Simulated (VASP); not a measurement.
# AlNi (Pm-3m) in VASP: settings compared, part 2 of 2

VASP 6.6.1. Earlier steps stand in the parts before.

## (3) Relaxation of cell and atoms, PBE+D3(BJ)

This run uses another cell than the first one, of 11.96 Å³/atom, 1.003 times its volume.

Contents of INCAR:

```
SYSTEM = AlNi
  PREC = Accurate
  ENCUT = 600
  EDIFF = 1E-6
  ISMEAR = 1
  SIGMA = 0.1
  LREAL = .FALSE.
  LASPH = .TRUE.
  NELM = 80
  ALGO = Normal
  ISIF = 3
  LWAVE = .FALSE.
  LCHARG = .FALSE.
  GGA = PE
  IVDW = 12
  IBRION = 2
  NSW = 90
  EDIFFG = -0.01
```

Contents of KPOINTS:

```
Automatic mesh
0
G
  14 14 14
  0 0 0
```

Contents of POSCAR:

```
AlNi
1.0
    2.8810000000      0.0000000000      0.0000000000
    0.0000000000      2.8810000000      0.0000000000
    0.0000000000      0.0000000000      2.8810000000
Al Ni
1 1
Direct
    0.0000000000      0.0000000000      0.0000000000
    0.5000000000      0.5000000000      0.5000000000
```

Potentials or basis: VASP PAW PBE potentials, release 64 (Al, Ni).

Started as:

```sh
cat potpaw_PBE.64/Al/POTCAR potpaw_PBE.64/Ni/POTCAR > POTCAR
mpirun -np 1 vasp_std > vasp.out
```

OUTCAR:

```text
SYSTEM = AlNi
   PREC = Accurate
   ENCUT = 600
   EDIFF = 1E-6
   ISMEAR = 1
   LREAL = .FALSE.
   LASPH = .TRUE.
   NELM = 80
   ISIF = 3
   GGA = PE
   IVDW = 12
   IBRION = 2
   NSW = 90
   EDIFFG = -0.01
 IVDW          = 12

 ion  position               nearest neighbor table
   1  0.000  0.000  0.000-   2 2.50   2 2.50   2 2.50   2 2.50   2 2.50   2 2.50   2 2.50   2 2.50

   2  0.500  0.500  0.500-   1 2.50   1 2.50   1 2.50   1 2.50   1 2.50   1 2.50   1 2.50   1 2.50

  LATTYP: Found a simple cubic cell.
 ALAT       =     2.8810000000

  Lattice vectors:

 A1 = (   2.8810000000,   0.0000000000,   0.0000000000)
 A2 = (   0.0000000000,   2.8810000000,   0.0000000000)
 A3 = (   0.0000000000,   0.0000000000,   2.8810000000)

Analysis of symmetry for initial positions (statically):
=====================================================================
 Subroutine PRICEL returns:
 Original cell was already a primitive cell.

 Routine SETGRP: Setting up the symmetry group for a
 simple cubic supercell.

 Subroutine GETGRP returns: Found 48 space group operations
 (whereof 48 operations were pure point group operations)
 out of a pool of 48 trial point group operations.

The static configuration has the point symmetry O_h .

[... 151 lines left out ...]

--------------------------------------- Ionic step        1  -------------------------------------------

 number of electron      13.0000015 magnetization

 Free energy of the ion-electron system (eV)
  ---------------------------------------------------
  ext. energy  EPLUGINS =         0.00000000
  ---------------------------------------------------
  free energy    TOTEN  =       -10.53481716 eV

  energy without entropy =      -10.53452071  energy(sigma->0) =      -10.53471834

 E-fermi :   9.9884     XC(G=0): -12.0481

 val. band max:        9.9823248434   @ k =   0.3571   0.2143   0.0714
 cond. band min:       9.9894372107   @ k =   0.3571   0.1429   0.1429
 fundamental gap:      0.0071123673
 Fermi energy:         9.9883739368

 k-point     1 :       0.0000    0.0000    0.0000
  band No.  band energies     occupation
      1      -1.1120      2.00000
      2       6.8011      2.00000
      3       6.8011      2.00000
      4       8.4860      2.00000
      5       8.4860      2.00000
      6       8.4860      2.00000
      7      15.5255      0.00000
      8      15.5255      0.00000
      9      15.5255      0.00000
     10      18.1507      0.00000
[... 378 lines left out ...]
--------------------------------------- Ionic step        3  -------------------------------------------

 number of electron      13.0000008 magnetization

 Free energy of the ion-electron system (eV)
  ---------------------------------------------------
  ext. energy  EPLUGINS =         0.00000000
  ---------------------------------------------------
  free energy    TOTEN  =       -10.51912950 eV

  energy without entropy =      -10.51871646  energy(sigma->0) =      -10.51899182

 E-fermi :  10.3266     XC(G=0): -12.1700

 val. band max:       10.3259335259   @ k =   0.3571   0.2143   0.0714
 cond. band min:      10.3351724918   @ k =   0.3571   0.1429   0.1429
 fundamental gap:      0.0092389659
 Fermi energy:        10.3266496061

 k-point     1 :       0.0000    0.0000    0.0000
  band No.  band energies     occupation
      1      -0.9604      2.00000
      2       7.0155      2.00000
      3       7.0155      2.00000
      4       8.7709      2.00000
      5       8.7709      2.00000
      6       8.7709      2.00000
      7      15.9715      0.00000
      8      15.9715      0.00000
      9      15.9715      0.00000
     10      18.5705      0.00000
[... 332 lines left out ...]
  FREE ENERGIE OF THE ION-ELECTRON SYSTEM (eV)
  ---------------------------------------------------
  free  energy   TOTEN  =       -11.4284858754 eV

  energy  without entropy=      -11.4280728331  energy(sigma->0) =      -11.42834819

 reached required accuracy - stopping structural energy minimisation
```

Wall time 37 s (1 thread of Intel Xeon Platinum 8375C at 2.90GHz (Ice Lake), shared host); peak memory 0.18 GiB.

Results:

| Quantity | Value |
| --- | --- |
| Free energy | -11.4285 eV |
| Relaxed volume | 11.66 Å³/atom |
| Relaxed cell | a = 2.857 Å, b = 2.857 Å, c = 2.857 Å, α = 90.00°, β = 90.00°, γ = 90.00° |
| Space group after relaxing (to 0.05 Å) | Pm-3m (No. 221) |
| Energy gained by relaxing | 3.9 meV/atom |
| Ionic steps | 3 |
| Pressure after relaxing | 0.0 GPa |
| Band gap on the k mesh | none (metal or under the smearing width) |
| Dispersion energy per atom | -0.455 eV |

The path:
```
step  energy change (eV)  largest force (eV/Å)  pressure (GPa)  volume (Å³)
   1              0.0000                0.0000           -4.04        23.91
   2             -0.0033                0.0000            3.38        22.88
   3             -0.0078                0.0000            0.01        23.32
```

Final structure:
```
CELL_PARAMETERS angstrom
2.85685 0.00000 0.00000
0.00000 2.85685 0.00000
0.00000 0.00000 2.85685
ATOMIC_POSITIONS crystal
Al 0.00000 0.00000 0.00000
Ni 0.50000 0.50000 0.50000
```

Caveat: pairwise dispersion overbinds metals, which lowers pressure and volume. Spin polarisation is off, so any magnetic state and its effect on volume and gap are missing.

## (4) Relaxation of cell and atoms, PBE+D3(BJ)

This run uses another cell than the first one, of 11.66 Å³/atom, 0.978 times its volume.

INCAR: that of step 3 with these lines changed.

```diff
@@ -3,3 +3,3 @@
   ENCUT = 600
-  EDIFF = 1E-6
+  EDIFF = 1E-7
   ISMEAR = 1
@@ -17,2 +17,2 @@
   NSW = 90
-  EDIFFG = -0.01
+  EDIFFG = -0.005
```

KPOINTS is that of step 3.

Contents of POSCAR:

```
AlNi                                    
1.0
    2.8568549244      0.0000000000     -0.0000000000
    0.0000000000      2.8568549244      0.0000000000
    0.0000000000     -0.0000000000      2.8568549244
  Al              Ni            
     1     1
Direct
     0.0000000000000000    0.0000000000000000    0.0000000000000000
     0.5000000000000000    0.5000000000000000    0.5000000000000000
```

Potentials or basis: VASP PAW PBE potentials, release 64 (Al, Ni).

Started as:

```sh
cat potpaw_PBE.64/Al/POTCAR potpaw_PBE.64/Ni/POTCAR > POTCAR
mpirun -np 1 vasp_std > vasp.out
```

OUTCAR:

```text
SYSTEM = AlNi
   PREC = Accurate
   ENCUT = 600
   EDIFF = 1E-7
   ISMEAR = 1
   LREAL = .FALSE.
   LASPH = .TRUE.
   NELM = 80
   ISIF = 3
   GGA = PE
   IVDW = 12
   IBRION = 2
   NSW = 90
   EDIFFG = -0.005
 IVDW          = 12

 ion  position               nearest neighbor table
   1  0.000  0.000  0.000-   2 2.47   2 2.47   2 2.47   2 2.47   2 2.47   2 2.47   2 2.47   2 2.47

[... 509 lines left out ...]
------------------------ aborting loop because EDIFF is reached ----------------------------------------

 Edisp (eV)   -0.90936

 E8    (eV) :    -0.4009

  FORCE on cell =-STRESS in cart. coord.  units (eV):
  Direction    XX          YY          ZZ          XY          YZ          ZX
  --------------------------------------------------------------------------------------
  -------------------------------------------------------------------------------------
  Total       0.00038     0.00038     0.00038     0.00000     0.00000    -0.00000
  in kB       0.02601     0.02601     0.02601     0.00000     0.00000    -0.00000
  external pressure =        0.03 kB  Pullay stress =        0.00 kB

 VOLUME and BASIS-vectors are now :
 -----------------------------------------------------------------------------
  energy-cutoff  :      600.00
  volume of cell :       23.32
      direct lattice vectors                 reciprocal lattice vectors
     2.856854924  0.000000000  0.000000000     0.350035275  0.000000000  0.000000000
     0.000000000  2.856854924  0.000000000     0.000000000  0.350035275  0.000000000
     0.000000000  0.000000000  2.856854924     0.000000000  0.000000000  0.350035275

 POSITION                                       TOTAL-FORCE (eV/Angst)
 -----------------------------------------------------------------------------------
      0.00000      0.00000      0.00000         0.000000      0.000000      0.000000
      1.42843      1.42843      1.42843         0.000000      0.000000      0.000000
 -----------------------------------------------------------------------------------
    total drift:                                0.000000      0.000000     -0.000000

  FREE ENERGIE OF THE ION-ELECTRON SYSTEM (eV)
  ---------------------------------------------------
  free  energy   TOTEN  =       -11.4283027910 eV

  energy  without entropy=      -11.4278895691  energy(sigma->0) =      -11.42816505

 reached required accuracy - stopping structural energy minimisation
```

Wall time 25 s (1 thread of Intel Xeon Platinum 8375C at 2.90GHz (Ice Lake), shared host); peak memory 0.17 GiB.

What came out:

```
Free energy                : -11.4283 eV
Pressure after relaxing    : 0.0 GPa
Band gap on the k mesh     : none (metal or under the smearing width)
Dispersion energy per atom : -0.455 eV
```

Final structure:
```cif
data_structure
_symmetry_space_group_name_H-M 'P 1'
_symmetry_Int_Tables_number 1
_cell_length_a 2.8569
_cell_length_b 2.8569
_cell_length_c 2.8569
_cell_angle_alpha 90.000
_cell_angle_beta 90.000
_cell_angle_gamma 90.000
_cell_volume 23.32
loop_
_atom_site_label
_atom_site_type_symbol
_atom_site_fract_x
_atom_site_fract_y
_atom_site_fract_z
_atom_site_occupancy
Al1 Al 0.00000 0.00000 0.00000 1
Ni1 Ni 0.50000 0.50000 0.50000 1
```

Levels at points of the mesh, in eV from the Fermi level:
```csv
k point,band 3,band 4,band 5,band 6,band 7,band 8,band 9,band 10
"(0.00, 0.00, 0.00)",-3.31,-1.56,-1.56,-1.56,5.64,5.64,5.64,8.24
"(0.50, 0.00, 0.00)",-2.82,-2.28,-2.28,-1.46,-0.62,8.34,10.18,10.18
"(0.50, 0.50, 0.00)",-2.92,-2.92,-2.11,-2.11,-1.01,1.57,2.63,12.59
"(0.50, 0.50, 0.50)",-4.19,-0.98,-0.98,2.02,2.02,2.02,3.95,4.59
```

Caveat: the relaxation stopped at its first step, so nothing moved; pairwise dispersion overbinds metals, which lowers pressure and volume.

## (5) Relaxation of cell and atoms, PBE

This run uses another cell than the first one, of 11.96 Å³/atom, 1.003 times its volume.

Contents of INCAR:

```
ALGO = Normal
EDIFF = 1E-6
EDIFFG = -0.01
ENCUT = 600
GGA = PE
IBRION = 2
ISIF = 3
ISMEAR = 1
LASPH = True
LCHARG = False
LREAL = False
LWAVE = False
NELM = 80
NSW = 90
PREC = Accurate
SIGMA = 0.1
```

Contents of KPOINTS:

```
k-points
0
Gamma
  14 14 14
```

Contents of POSCAR:

```
AlNi
1.0
    2.8810000000      0.0000000000      0.0000000000
    0.0000000000      2.8810000000      0.0000000000
    0.0000000000      0.0000000000      2.8810000000
Al Ni
1 1
Direct
    0.0000000000      0.0000000000      0.0000000000
    0.5000000000      0.5000000000      0.5000000000
```

Started as:

```sh
cat potpaw_PBE.64/Al/POTCAR potpaw_PBE.64/Ni/POTCAR > POTCAR
mpirun -np 1 vasp_std > vasp.out
```

Run time: 17 s. Hardware: 1 thread of Intel Xeon 6975P-C (Granite Rapids), shared host; peak memory 0.17 GiB.

The run converged. Its results:

| Item | Value |
| --- | --- |
| Free energy | -10.5367 eV |
| Relaxed volume | 12.10 Å³/atom |
| Relaxed cell | a = 2.893 Å, b = 2.893 Å, c = 2.893 Å, α = 90.00°, β = 90.00°, γ = 90.00° |
| Space group after relaxing (to 0.05 Å) | Pm-3m (No. 221) |
| Energy gained by relaxing | 0.9 meV/atom |
| Ionic steps | 3 |
| Pressure after relaxing | 0.1 GPa |
| Band gap on the k mesh | none (metal or under the smearing width) |

The path:
```tsv
step	energy change (eV)	largest force (eV/Å)	pressure (GPa)	volume (Å³)
1	0.0000	0.0000	2.11	23.91
2	-0.0006	0.0000	-1.62	24.46
3	-0.0019	0.0000	0.07	24.21
```

Final structure:
```xyz
2
Lattice="2.8929 0.0000 0.0000 0.0000 2.8929 0.0000 0.0000 0.0000 2.8929" Properties=species:S:1:pos:R:3 pbc="T T T"
Al    0.0000    0.0000    0.0000
Ni    1.4464    1.4464    1.4464
```

Levels at points of the mesh, in eV from the Fermi level:
```
           k point  band 3  band 4  band 5  band 6  band 7  band 8  band 9  band 10
(0.00, 0.00, 0.00)   -3.13   -1.48   -1.48   -1.48    5.49    5.49    5.49     8.12
(0.50, 0.00, 0.00)   -2.66   -2.17   -2.17   -1.39   -0.60    8.30   10.00    10.00
(0.50, 0.50, 0.00)   -2.81   -2.81   -2.00   -2.00   -0.96    1.50    2.45    12.17
(0.50, 0.50, 0.50)   -4.00   -0.93   -0.93    2.05    2.05    2.05    3.62     4.43
```

Spin polarisation is off, so any magnetic state and its effect on volume and gap are missing. PBE usually gives volumes a little too large and moduli too small.

## (6) Relaxation of cell and atoms, PBE

This run uses another cell than the first one, of 12.10 Å³/atom, 1.015 times its volume.

INCAR: that of step 5 with these lines changed.

```diff
@@ -1,4 +1,4 @@
 ALGO = Normal
-EDIFF = 1E-6
-EDIFFG = -0.01
+EDIFF = 1E-7
+EDIFFG = -0.005
 ENCUT = 600
```

KPOINTS is that of step 5.

Contents of POSCAR:

```
AlNi                                    
1.0
    2.8928585332      0.0000000000     -0.0000000000
    0.0000000000      2.8928585332      0.0000000000
    0.0000000000     -0.0000000000      2.8928585332
  Al              Ni            
     1     1
Direct
     0.0000000000000000    0.0000000000000000    0.0000000000000000
     0.5000000000000000    0.5000000000000000    0.5000000000000000
```

Potentials or basis: VASP PAW PBE potentials, release 64 (Al, Ni).

Started as:

```sh
cat potpaw_PBE.64/Al/POTCAR potpaw_PBE.64/Ni/POTCAR > POTCAR
mpirun -np 1 vasp_std > vasp.out
```

It took 8.4 s on 1 thread of Intel Xeon 6975P-C (Granite Rapids), shared host; peak memory 0.16 GiB.

It converged, with:

| Quantity | Value |
| --- | --- |
| Free energy | -10.5368 eV |
| Pressure after relaxing | 0.0 GPa |
| Band gap on the k mesh | none (metal or under the smearing width) |

Final structure:
```xyz
2
Lattice="2.8929 0.0000 0.0000 0.0000 2.8929 0.0000 0.0000 0.0000 2.8929" Properties=species:S:1:pos:R:3 pbc="T T T"
Al    0.0000    0.0000    0.0000
Ni    1.4464    1.4464    1.4464
```

Levels at points of the mesh, in eV from the Fermi level:
| k point | band 4 | band 5 | band 6 | band 7 | band 8 | band 9 | band 10 |
| --- | --- | --- | --- | --- | --- | --- | --- |
| (0.00, 0.00, 0.00) | -1.48 | -1.48 | -1.48 | 5.49 | 5.49 | 5.49 | 8.12 |
| (0.50, 0.00, 0.00) | -2.17 | -2.17 | -1.39 | -0.60 | 8.30 | 10.00 | 10.00 |
| (0.50, 0.50, 0.00) | -2.81 | -2.00 | -2.00 | -0.96 | 1.50 | 2.45 | 12.17 |
| (0.50, 0.50, 0.50) | -0.93 | -0.93 | 2.05 | 2.05 | 2.05 | 3.62 | 4.43 |

Caveat: the relaxation stopped at its first step, so nothing moved.

## (7) Summary

| level | gap on the mesh (eV) | pressure (GPa) |
| --- | --- | --- |
| rev-vdW-DF2 | none | 0.0 |
| PBE+D3(BJ) | none | 0.0 |
| PBE | none | 0.0 |

Alike in all rows: task relaxation of cell and atoms; potentials or basis VASP PAW PBE potentials, release 64 (Al, Ni); no spin polarisation; cell relaxed; k mesh 14 × 14 × 14; cutoff (eV) 600; smearing methfessel-paxton 0.1 eV.

Caveats: the relaxation stopped at its first step, so nothing moved; the PAW data sets were made with another functional, which shifts forces and pressure a little (some runs); pairwise dispersion overbinds metals, which lowers pressure and volume (some runs).

Absolute energies hang on the potentials; compare differences alone.
